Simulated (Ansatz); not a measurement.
## BN: a vibration from a frozen displacement

Theory: Ansatz 0.2.0, DFT r2SCAN, scalar-relativistic, plane waves, PAW. The runs took a 500 eV cutoff, a Γ-centred 12×12×4 mesh and Gaussian smearing (0.05 eV). No spin polarisation. Energies are free energies at this smearing, counted from the undisturbed cell; pressure is positive in compression.

Zero of the scan (relaxed at this level):

```xyz
4
Lattice="2.5010 0.0000 0.0000 -1.2505 2.1659 0.0000 0.0000 0.0000 6.8742" Properties=species:S:1:pos:R:3 pbc="T T T"
B     0.0000    1.4439    1.7185
B     1.2505    0.7220    5.1556
N     0.0000    1.4439    5.1556
N     1.2505    0.7220    1.7185
```

The cell holds layers and no dispersion correction was added, so their binding is poorly described.

Every B atom is moved by x along the Cartesian unit vector (0.707, 0.707, 0.000); the cell and all other atoms stay fixed. The cell's volume is 37.24 Å³; the moved atoms weigh 21.620 u together and the others 28.014 u. Some rows repeat others by symmetry and weren't run.

```csv
x (Å),ΔE (meV/cell),total force on the moved atoms along the move (eV/Å),pressure (GPa)
-0.1000,422.20,8.4792,3.7468
-0.0875,322.93,7.4045,2.8634
-0.0750,237.06,6.3360,2.0991
-0.0625,164.51,5.2726,1.4533
-0.0500,105.23,4.2133,0.9257
-0.0375,59.17,3.1572,0.5156
-0.0250,26.29,2.1035,0.2230
-0.0125,6.57,1.0513,0.0475
0.0000,0.00,0.0000,-0.0109
0.0125,6.57,-1.0513,0.0475
0.0250,26.29,-2.1035,0.2230
0.0375,59.17,-3.1572,0.5156
0.0500,105.23,-4.2133,0.9257
0.0625,164.51,-5.2726,1.4533
0.0750,237.06,-6.3360,2.0991
0.0875,322.93,-7.4045,2.8634
0.1000,422.20,-8.4792,3.7468
```

Task: What frequency belongs to this motion?

Result: The force constant is k = −dF/dx = 84.106 eV/Å², from the parabola through x = -0.0125, 0 and 0.0125. In every cell the moved atoms swing against the rest, so the mass is μ = m₁m₂/(m₁ + m₂) = 12.203 u, and ν̃ = 521.5 cm⁻¹ × √(|k|/μ) = 1369 cm⁻¹. To first order in x, and within 1 %, the force on every atom lies along the move and, within each of the two groups, in proportion to the atom's mass, so this is itself a mode at the zone centre of this cell, taken without macroscopic field (the transverse frequency in a polar insulator).

Task: How far does the harmonic law reach?

Result: At x = -0.100 Å, kx²/2 = 420.53 meV against the computed 422.20 meV (+0.4 %): the well is still close to harmonic there.

Task: The pressure changes with x². What does that say about the frequency under compression?

Result: With E = k(V)x²/2, k ∝ V^(−2γ) and x scaling with the cell as V^(1/3), P − P0 = −∂E/∂V = (2γ − 2/3) ΔE/V. At x = 0.0250 Å, V(P − P0) = 37.24 × 0.23394 / 160.2 eV = 54.37 meV and ΔE = 26.29 meV, so γ = 1/3 + V(P − P0)/(2ΔE) = 1.37. This is the Grüneisen parameter of the motion under uniform scaling of the cell: shrinking the cell evenly by 1 % in volume raises the frequency by about 1.37 %.

Cost: 9 runs of about 1.9 core-minutes in all, on Intel Xeon Platinum 8488C (Sapphire Rapids) (shared hosts).